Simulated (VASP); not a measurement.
Set up this calculation in VASP 6.6.1, as the native input.

```yaml
Task: relaxation of cell and atoms
Functional: PBE
Dispersion: D3(BJ)
Potentials_or_basis: VASP PAW PBE potentials, release 64 (Zr_sv)
Cutoff: 600 eV
k_mesh: 15 × 15 × 8
Occupations: gaussian, width 0.1 eV
Spin: no spin polarisation
Further_INCAR_settings: ALGO = Normal; EDIFF = 1e-07; IBRION = 2; EDIFFG = -0.005; NSW = 90; ISIF = 3
```

The structure of Zr lies in POSCAR:

```
Zr
1.0
    3.2392314100      0.0000000000      0.0000000000
   -1.6196157100      2.8052566900      0.0000000000
    0.0000000000      0.0000000000      5.1722200000
Zr
2
Direct
    0.3333333300      0.6666666700      0.2500000000
    0.6666666700      0.3333333300      0.7500000000
```

One way to write it, as run:

INCAR

```
SYSTEM = Zr
  ALGO = Normal
  EDIFF = 1E-7
  EDIFFG = -0.005
  ENCUT = 600
  GGA = PE
  IBRION = 2
  ISIF = 3
  ISMEAR = 0
  IVDW = 12
  LASPH = .TRUE.
  LCHARG = .FALSE.
  LREAL = .FALSE.
  LWAVE = .FALSE.
  NELM = 60
  NSW = 90
  PREC = Accurate
  SIGMA = 0.1
```

KPOINTS

```
k-points
0
G
  15 15 8
  0 0 0
```

Potentials or basis: VASP PAW PBE potentials, release 64 (Zr_sv).

The run is started by

```sh
$ cat potpaw_PBE.64/Zr_sv/POTCAR > POTCAR
$ mpirun -np 1 vasp_std > vasp.out
```

Results of the run:

* Relaxed volume: 22.45 Å³/atom
* Relaxed cell: a = 3.184 Å, b = 3.184 Å, c = 5.116 Å, α = 90.00°, β = 90.00°, γ = 120.00°
* Space group after relaxing (to 0.05 Å): P6_3/mmc (No. 194)
* Energy gained by relaxing: 14.0 meV/atom
* Ionic steps: 10
* Pressure after relaxing: 0.0 GPa
* Band gap on the k mesh: none (metal or under the smearing width)
* Dispersion energy per atom: -0.549 eV

Caveat: pairwise dispersion overbinds metals, which lowers pressure and volume.

Run time: 6.3 min on 1 thread of AMD EPYC 9R45 (Zen 5), on a shared host, peak memory 0.24 GiB.
